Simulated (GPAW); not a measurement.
Consider BeS (F-43m).

```
S Be
1.0
     0.00000    2.42500    2.42500
     2.42500    0.00000    2.42500
     2.42500    2.42500    0.00000
S Be
1 1
Direct
  0.75000 0.75000 0.75000
  0.00000 0.00000 0.00000
```

Absorber: atom 2, with 4 S at 2.10 Å (tetrahedral, site symmetry -43m). Method: GPAW, PBE, full core hole (charged cell), 16-atom cell with 6.9 Å between holes, 4×4×4 k points, dipole transitions, Gaussian full width 0.9 eV up to 4 eV, rising linearly to 3.5 eV at 25 eV.

The database entry behind the starting cell differs from later determinations by our own check (0.1 to 0.3 % short, probably kX units), so it need not match the best structure at ambient conditions.

What does the Be K edge look like?

Main maxima up to 24 eV above the zero (height): 0.5 eV (2.39), 2.0 eV (3.04), 7.0 eV (0.99), 10.5 eV (1.31) and 15.2 eV (0.77). A K edge sees empty p states on the absorber. The total-energy difference plus the lowest empty eigenvalue puts the zero at 118.70 eV. One term is added: -4.47 eV, since the hole is spin-paired here and a spin-polarised one costs that much less in the free atom (computed apart). The photon energy is then 114.23 eV. The tabulated edge of the element is 111.5 eV. The functional and the charged cell's background leave an error of a few eV in such absolute values.

The Be K spectrum (energy from the lowest empty level; intensity scaled to a mean of 1 over the first 20 eV):

```
E (eV)  intensity
  -2.0       0.00
  -1.5       0.00
  -1.0       0.01
  -0.5       0.22
   0.0       1.30
   0.5       2.39
   1.0       2.04
   1.5       2.53
   2.0       3.04
   2.5       2.68
   3.0       1.85
   3.5       1.18
   4.0       0.86
   4.5       0.66
   5.0       0.58
   5.5       0.65
   6.0       0.74
   6.5       0.86
   7.0       0.99
   7.5       0.87
   8.0       0.64
   8.5       0.52
   9.0       0.60
   9.5       0.88
  10.0       1.18
  10.5       1.31
  11.0       1.19
  11.5       0.94
  12.0       0.71
  12.5       0.61
  13.0       0.60
  13.5       0.64
  14.0       0.70
  14.5       0.74
  15.0       0.76
  15.5       0.76
  16.0       0.73
  16.5       0.67
  17.0       0.59
  17.5       0.53
  18.0       0.48
  18.5       0.44
  19.0       0.42
  19.5       0.41
  20.0       0.41
  20.5       0.40
  21.0       0.40
  21.5       0.40
  22.0       0.41
  22.5       0.42
  23.0       0.43
  23.5       0.44
  24.0       0.46
  24.5       0.47
  25.0       0.49
  25.5       0.50
  26.0       0.50
  26.5       0.50
  27.0       0.48
  27.5       0.47
```

The mesh is coarse (0.28 Å⁻¹ between points), so small maxima may be mesh ripples. The structure is a published determination, not relaxed.

[Banner, clock and machine lines of the logs are left out without a mark of their own.]

[Logs are printed without paths, hosts, clocks, repeated set-up lines and the standing remarks that a program may print on its own settings, such as how far it seeks lower states.]

[Hosts, paths, dates, database ids (printed as entryN), source tags and the programs' standing remarks are cut or masked in the printed files.]

[Lists of maxima count a maximum above −3 eV only where it reaches 4 % of the highest in the window and stands out from its surroundings by 2 % of it (1.5 % where it reaches 55 %); shoulders and weaker maxima are passed over, and of the rest the first, up to two pre-edge ones and the few strongest are named.]
